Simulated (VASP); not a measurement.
# Zr in VASP: reference runs

Aim: a first look at Zr with PBE, on the cell as given.

Everything below comes from runs of VASP 6.6.1. Logs are shortened: lines on timing, memory, paths and dates and some standing lists are left out, and cuts for length are marked.

**1. The cell of the first run**

The cell holds a slab with vacuum, 7 atoms: a = 3.620 Å, b = 3.620 Å, c = 25.860 Å, α = 90.00°, β = 90.00°, γ = 90.00°.

The slab is cut from a database's or a generator's crystal, which needn't be the stable form of the element.

**2. Single point, PBE (the (1 0 0) slab of Zr, cut from the database cell, not relaxed)**

INCAR reads:

```
SYSTEM = Zr
  ALGO = Normal
  DIPOL = 0.5 0.5 0.500
  EDIFF = 1E-7
  ENCUT = 520
  GGA = PE
  IDIPOL = 3
  ISIF = 2
  ISMEAR = -1
  LASPH = .TRUE.
  LCHARG = .FALSE.
  LDIPOL = .TRUE.
  LREAL = .FALSE.
  LWAVE = .FALSE.
  NBANDS = 51
  NELM = 100
  PREC = Accurate
  SIGMA = 0.05
```

KPOINTS reads:

```
k-points
0
G
  7 7 1
  0 0 0
```

POSCAR reads:

```
Zr
1.0
    3.6200000000      0.0000000000      0.0000000000
    0.0000000000      3.6200000000      0.0000000000
    0.0000000000      0.0000000000     25.8600000000
Zr
7
Direct
    0.5000000000      0.5000000000      0.2900232019
    0.0000000000      0.0000000000      0.3600154679
    0.5000000000      0.5000000000      0.4300077340
    0.0000000000      0.0000000000      0.5000000000
    0.5000000000      0.5000000000      0.5699922660
    0.0000000000      0.0000000000      0.6399845321
    0.5000000000      0.5000000000      0.7099767981
```

Potentials or basis: VASP PAW PBE potentials, release 64 (Zr_sv).

On the command line:

```sh
cat potpaw_PBE.64/Zr_sv/POTCAR > POTCAR
mpirun -np 1 vasp_std > vasp.out
```

OUTCAR:

```text
SYSTEM = Zr
   EDIFF = 1E-7
   ENCUT = 520
   GGA = PE
   ISIF = 2
   ISMEAR = -1
   LASPH = .TRUE.
   LREAL = .FALSE.
   NELM = 100
   PREC = Accurate

 ion  position               nearest neighbor table
   1  0.500  0.500  0.290-   2 3.14   2 3.14   2 3.14   2 3.14   3 3.62
   2  0.000  0.000  0.360-   1 3.14   1 3.14   1 3.14   1 3.14   3 3.14   3 3.14   3 3.14   3 3.14
                             4 3.62
   3  0.500  0.500  0.430-   4 3.14   4 3.14   4 3.14   4 3.14   2 3.14   2 3.14   2 3.14   2 3.14
                             5 3.62   1 3.62
   4  0.000  0.000  0.500-   3 3.14   5 3.14   3 3.14   5 3.14   3 3.14   5 3.14   3 3.14   5 3.14
                             2 3.62   6 3.62
   5  0.500  0.500  0.570-   4 3.14   4 3.14   4 3.14   4 3.14   6 3.14   6 3.14   6 3.14   6 3.14
                             3 3.62   7 3.62
   6  0.000  0.000  0.640-   7 3.14   7 3.14   7 3.14   7 3.14   5 3.14   5 3.14   5 3.14   5 3.14
                             4 3.62
   7  0.500  0.500  0.710-   6 3.14   6 3.14   6 3.14   6 3.14   5 3.62

  LATTYP: Found a simple tetragonal cell.
 ALAT       =     3.6200000000
 C/A-ratio  =     7.1436464088

  Lattice vectors:

 A1 = (   3.6200000000,   0.0000000000,   0.0000000000)
 A2 = (   0.0000000000,   3.6200000000,   0.0000000000)
 A3 = (   0.0000000000,   0.0000000000,  25.8600000000)

Analysis of symmetry for initial positions (statically):
=====================================================================
 Subroutine PRICEL returns:
 Original cell was already a primitive cell.

 Routine SETGRP: Setting up the symmetry group for a
 simple tetragonal supercell.

 Subroutine GETGRP returns: Found 16 space group operations
 (whereof 16 operations were pure point group operations)
 out of a pool of 16 trial point group operations.

The static configuration has the point symmetry D_4h.

Analysis of symmetry for dynamics (positions and initial velocities):
=====================================================================
 Subroutine PRICEL returns:
 Original cell was already a primitive cell.

 Routine SETGRP: Setting up the symmetry group for a
 simple tetragonal supercell.

 Subroutine GETGRP returns: Found 16 space group operations
 (whereof 16 operations were pure point group operations)
 out of a pool of 16 trial point group operations.

The dynamic configuration has the point symmetry D_4h.

 Subroutine INISYM returns: Found 16 space group operations
 (whereof 16 operations are pure point group operations),
 and found     1 'primitive' translations

----------------------------------------------------------------------------------------

                                     Primitive cell

  volume of cell :     338.8798

  direct lattice vectors                    reciprocal lattice vectors
     3.620000000  0.000000000  0.000000000     0.276243094  0.000000000  0.000000000
     0.000000000  3.620000000  0.000000000     0.000000000  0.276243094  0.000000000
     0.000000000  0.000000000 25.860000000     0.000000000  0.000000000  0.038669760

  length of vectors
     3.620000000  3.620000000 25.860000000     0.276243094  0.276243094  0.038669760

  position of ions in fractional coordinates (direct lattice)
     0.500000000  0.500000000  0.290023202
     0.000000000  0.000000000  0.360015468
     0.500000000  0.500000000  0.430007734
     0.000000000  0.000000000  0.500000000
     0.500000000  0.500000000  0.569992266
     0.000000000  0.000000000  0.639984532
     0.500000000  0.500000000  0.709976798

  ion indices of the primitive-cell ions
   primitive index   ion index
                 1           1
                 2           2
                 3           3
                 4           4
                 5           5
                 6           6
                 7           7

----------------------------------------------------------------------------------------

 KPOINTS: k-points

Automatic generation of k-mesh.
 Grid dimensions read from file:
 generate k-points for:    7    7    1

 Generating k-lattice:

  Cartesian coordinates                     Fractional coordinates (reciprocal lattice)
     0.039463299  0.000000000  0.000000000     0.142857143  0.000000000  0.000000000
     0.000000000  0.039463299  0.000000000     0.000000000  0.142857143  0.000000000
     0.000000000  0.000000000  0.038669760     0.000000000  0.000000000  1.000000000

  Length of vectors
     0.039463299  0.039463299  0.038669760

  Shift w.r.t. Gamma in fractional coordinates (k-lattice)
     0.000000000  0.000000000  0.000000000

 Subroutine IBZKPT returns following result:
 ===========================================

 Found     10 irreducible k-points:

 Following reciprocal coordinates:
            Coordinates               Weight
  0.000000  0.000000  0.000000      1.000000
  0.142857  0.000000  0.000000      4.000000
  0.285714  0.000000  0.000000      4.000000
  0.428571  0.000000  0.000000      4.000000
  0.142857  0.142857  0.000000      4.000000
  0.285714  0.142857  0.000000      8.000000
  0.428571  0.142857  0.000000      8.000000
  0.285714  0.285714  0.000000      4.000000
  0.428571  0.285714  0.000000      8.000000
  0.428571  0.428571  0.000000      4.000000
   k-points           NKPTS =     10   k-points in BZ     NKDIM =     10   number of bands    NBANDS=     51
   number of dos      NEDOS =    301   number of ions     NIONS =      7
   total plane-waves  NPLWV = 150528
   dimension x,y,z NGX =    28 NGY =   28 NGZ =  192
   dimension x,y,z NGXF=    56 NGYF=   56 NGZF=  384
   ions per type =               7
   NGX,Y,Z   is equivalent  to a cutoff of  12.86, 12.86, 12.34 a.u.
   NGXF,Y,Z  is equivalent  to a cutoff of  25.72, 25.72, 24.69 a.u.
 SYSTEM =  Zr
   PREC   = accura    normal or accurate (medium, high low for compatibility)
   ISTART =      0    job   : 0-new  1-cont  2-samecut
   ICHARG =      2    charge: 1-file 2-atom 10-const
   ISPIN  =      1    spin polarized calculation?
   LNONCOLLINEAR =      F non collinear calculations
   LSORBIT =      F    spin-orbit coupling
   LASPH  =      T    aspherical Exc in radial PAW
   ENCUT  =  520.0 eV  38.22 Ry    6.18 a.u.   6.73  6.73 48.08*2*pi/ulx,y,z
   NELM   =    100;   NELMIN=  2; NELMDL= -5     # of ELM steps
   EDIFF  = 0.1E-06   stopping-criterion for ELM
   LREAL  =      F    real-space projection
   EDIFFG = 0.1E-05   stopping-criterion for IOM
   NSW    =      0    number of steps for IOM
   IBRION =     -1    ionic relax: 0-MD 1-quasi-New 2-CG
   NFREE  =      0    steps in history (QN), initial steepest desc. (CG)
   ISIF   =      2    stress and relaxation
   ISYM   =      2    0-nonsym 1-usesym 2-fastsym
   POTIM  = 0.5000    time-step for ionic-motion
   TEBEG  =    0.0;   TEEND  =   0.0 temperature during run
   PSTRESS=    0.0 pullay stress
   NELECT =      84.0000    total number of electrons
   NUPDOWN=      -1.0000    fix difference up-down
   EMIN   =  10.00;   EMAX   =-10.00  energy-range for DOS
   EFERMI =   0.00;   METHOD = LEGACY
   ISMEAR =    -1;   SIGMA  =   0.05  broadening in eV -4-tet -1-fermi 0-gaus
   EFERMI_NEDOS =   21; number of points for ismear=-14 and -15
   IALGO  =     38    algorithm
   IMIX   =      4    mixing-type and parameters
     AMIX     =   0.40;   BMIX     =  1.00
     AMIX_MAG =   1.60;   BMIX_MAG =  1.00
  volume/ion in A,a.u.               =      48.41       326.70
  Fermi-wavevector in a.u.,A,eV,Ry     =   1.028378  1.943352 14.388990  1.057561
  Thomas-Fermi vector in A             =   2.162371
   LORBIT       =      0    0 simple, 1 ext, 2 COOP (PROOUT), +10 PAW based schemes
   GGA     = PE    functional components
   LHFCALC =     F    Hartree Fock is set to
   AEXX    =    0.0000 exact exchange contribution
   IVDW    =     0    specifies the selected vdW correction
   LEPSILON=     F    determine dielectric tensor
   LRPA    =     F    only Hartree local field effects (RPA)
 non-spin polarized calculation
  energy-cutoff  :      520.00
  volume of cell :      338.88
 maximum number of plane-waves:      9161
 NGX is ok and might be reduce to    28
   NGX = 13   NGY = 13   NGZ = 97

 dipolmoment           0.000000      0.000000      0.000000 electrons x Angstroem

 number of electron      84.0000000 magnetization

 dipolmoment           0.000000      0.000000     -0.000000 electrons x Angstroem

 Free energy of the ion-electron system (eV)
  ---------------------------------------------------
  ext. energy  EPLUGINS =         0.00000000
  ---------------------------------------------------
  free energy    TOTEN  =       -56.54731600 eV

  energy without entropy =      -56.41678106  energy(sigma->0) =      -56.48204853

 E-fermi :   2.6575     XC(G=0):  -6.2537

 val. band max:        2.6370841804   @ k =   0.2857   0.0000   0.0000
 cond. band min:       2.7150586291   @ k =   0.4286   0.4286   0.0000
 fundamental gap:      0.0779744487
 Fermi energy:         2.6575083825

 k-point     1 :       0.0000    0.0000    0.0000
  band No.  band energies     occupation
      1     -46.6169      2.00000
      2     -46.6169      2.00000
      3     -45.8352      2.00000
      4     -45.7933      2.00000
      5     -45.7338      2.00000
      6     -45.6726      2.00000
[... 43 lines left out ...]
     50       4.1429      0.00000
     51       4.2039      0.00000

 k-point     2 :       0.1429    0.0000    0.0000
  band No.  band energies     occupation
      1     -46.6144      2.00000
      2     -46.6144      2.00000
      3     -45.8234      2.00000
      4     -45.7861      2.00000
      5     -45.7323      2.00000
      6     -45.6768      2.00000
[... 43 lines left out ...]
     50       4.0641      0.00000
     51       4.1167      0.00000

 k-point     3 :       0.2857    0.0000    0.0000
  band No.  band energies     occupation
      1     -46.6088      2.00000
      2     -46.6088      2.00000
      3     -45.7914      2.00000
      4     -45.7668      2.00000
      5     -45.7288      2.00000
      6     -45.6891      2.00000
[... 43 lines left out ...]
     50       4.2409      0.00000
     51       4.2420      0.00000

 k-point     4 :       0.4286    0.0000    0.0000
  band No.  band energies     occupation
      1     -46.6043      2.00000
      2     -46.6043      2.00000
      3     -45.7493      2.00000
      4     -45.7428      2.00000
      5     -45.7249      2.00000
      6     -45.7074      2.00000
[... 43 lines left out ...]
     50       4.1057      0.00000
     51       4.1645      0.00000

 k-point     5 :       0.1429    0.1429    0.0000
  band No.  band energies     occupation
      1     -46.6121      2.00000
      2     -46.6121      2.00000
      3     -45.8126      2.00000
      4     -45.7793      2.00000
      5     -45.7307      2.00000
      6     -45.6803      2.00000
[... 43 lines left out ...]
     50       3.7340      0.00000
     51       4.0714      0.00000

 k-point     6 :       0.2857    0.1429    0.0000
  band No.  band energies     occupation
      1     -46.6067      2.00000
      2     -46.6067      2.00000
      3     -45.7833      2.00000
      4     -45.7615      2.00000
      5     -45.7270      2.00000
      6     -45.6908      2.00000
[... 43 lines left out ...]
     50       3.8105      0.00000
     51       4.0300      0.00000

 k-point     7 :       0.4286    0.1429    0.0000
  band No.  band energies     occupation
      1     -46.6025      2.00000
      2     -46.6025      2.00000
      3     -45.7455      2.00000
      4     -45.7399      2.00000
      5     -45.7227      2.00000
      6     -45.7064      2.00000
[... 43 lines left out ...]
     50       3.7404      0.00000
     51       3.9605      0.00000

 k-point     8 :       0.2857    0.2857    0.0000
  band No.  band energies     occupation
      1     -46.6021      2.00000
      2     -46.6021      2.00000
      3     -45.7618      2.00000
      4     -45.7480      2.00000
      5     -45.7227      2.00000
      6     -45.6961      2.00000
[... 43 lines left out ...]
     50       3.5996      0.00000
     51       3.6791      0.00000

 k-point     9 :       0.4286    0.2857    0.0000
  band No.  band energies     occupation
      1     -46.5983      2.00000
      2     -46.5983      2.00000
      3     -45.7363      2.00000
      4     -45.7332      2.00000
      5     -45.7173      2.00000
      6     -45.7044      2.00000
[... 43 lines left out ...]
     50       4.0105      0.00000
     51       4.0414      0.00000

 k-point    10 :       0.4286    0.4286    0.0000
  band No.  band energies     occupation
      1     -46.5950      2.00000
      2     -46.5950      2.00000
      3     -45.7283      2.00000
      4     -45.7274      2.00000
      5     -45.7105      2.00000
      6     -45.7032      2.00000
[... 43 lines left out ...]
     50       4.4867      0.00000
     51       4.4974      0.00000

------------------------ aborting loop because EDIFF is reached ----------------------------------------

 vacuum level on the upper side and lower side of the slab       (xc-potential included)        -0.164        -0.164

  FORCE on cell =-STRESS in cart. coord.  units (eV):
  Direction    XX          YY          ZZ          XY          YZ          ZX
  --------------------------------------------------------------------------------------
  -------------------------------------------------------------------------------------
  Total       -8.0614432     -8.0614432     -4.1858779      0.0000000     -0.0000000      0.0000000
  in kB      -38.1134025    -38.1134025    -19.7902590      0.0000000     -0.0000000      0.0000000
  external PRESSURE =     -32.0056880 kB  Pullay stress =       0.0000000 kB

 VOLUME and BASIS-vectors are now :
 -----------------------------------------------------------------------------
  energy-cutoff  :      520.00
  volume of cell :      338.88
      direct lattice vectors                 reciprocal lattice vectors
     3.620000000  0.000000000  0.000000000     0.276243094  0.000000000  0.000000000
     0.000000000  3.620000000  0.000000000     0.000000000  0.276243094  0.000000000
     0.000000000  0.000000000 25.860000000     0.000000000  0.000000000  0.038669760

 POSITION                                       TOTAL-FORCE (eV/Angst)
 -----------------------------------------------------------------------------------
      1.81000      1.81000      7.50000        -0.000000      0.000000      0.663760
      0.00000      0.00000      9.31000         0.000000     -0.000000     -0.443112
      1.81000      1.81000     11.12000         0.000000     -0.000000      0.034989
      0.00000      0.00000     12.93000         0.000000     -0.000000      0.000000
      1.81000      1.81000     14.74000         0.000000      0.000000     -0.034989
      0.00000      0.00000     16.55000         0.000000     -0.000000      0.443112
      1.81000      1.81000     18.36000         0.000000     -0.000000     -0.663760
 -----------------------------------------------------------------------------------
    total drift:                                0.000000      0.000000      0.000000

  FREE ENERGIE OF THE ION-ELECTRON SYSTEM (eV)
  ---------------------------------------------------
  free  energy   TOTEN  =       -56.5473160033 eV

  energy  without entropy=      -56.4167810617  energy(sigma->0) =      -56.48204853

 vacuum level on the upper side and lower side of the slab         5.691         5.691
```

Run time: 6.9 min. Hardware: 1 thread of Intel Xeon Platinum 8488C (Sapphire Rapids), shared host; peak memory 0.43 GiB.

Results:

| Quantity | Value |
| --- | --- |
| Free energy | -56.5473 eV |
| Largest force | 0.664 eV/Å |
| Band gap on the k mesh | none (metal or under the smearing width) |

Forces on the atoms (eV/Å):
```
Zr   0.000  0.000  0.664
Zr   0.000  0.000 -0.443
Zr   0.000  0.000  0.035
Zr   0.000  0.000  0.000
Zr   0.000  0.000 -0.035
Zr   0.000  0.000  0.443
Zr   0.000  0.000 -0.664
```
